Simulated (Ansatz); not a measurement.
Runs of Ansatz 0.2.0 on I. Symmetry: Cmce, No. 64, orthorhombic system. The conventional cell has a = 7.270 Å, b = 4.790 Å, c = 9.793 Å, α = 90.00°, β = 90.00°, γ = 90.00°. Around I (site symmetry m) lie 1 I at 2.68 Å. 

| level | gap on the mesh (eV) | pressure (GPa) | relaxed volume (Å³/atom) | largest force (eV/Å) |
| --- | --- | --- | --- | --- |
| PBEsol+D3(BJ)-ATM | 0.71 | 0.0 | 35.99 | 0.01 |
| PBEsol | (b) | 0.0 | 39.64 | - |
| PBEsol+D3(BJ) | 0.69 | 0.0 | 35.70 | - |
| PBEsol+D4 | (a) | 0.0 | 36.79 | 0.01 |

Alike in all rows: task relaxation of cell and atoms; potentials or basis Ansatz PAW; no spin polarisation; cell relaxed; k mesh 7 × 7 × 3; cutoff (eV) 420; smearing fermi-dirac 0.05 eV.

Fill in the values left out.

(a) 0.74; (b) 0.80.

Caveats: odd divisions of the mesh miss points on the zone boundary, where band edges often lie, so the gap on the mesh can be too wide; the plane-wave basis is chosen anew once the cell has moved, so the energies of steps on either side of that aren't comparable; spin-orbit coupling is left out, which moves the levels of the heavy elements; the PAW data sets come from PBE, with cores solved anew for the run's functional, which leaves a small shift of forces and pressure; the volume moved by over 15 % at a fixed basis, so the end points are rough (some runs).

A k mesh can miss the band edges, and the runs leave out spin-orbit coupling on I.
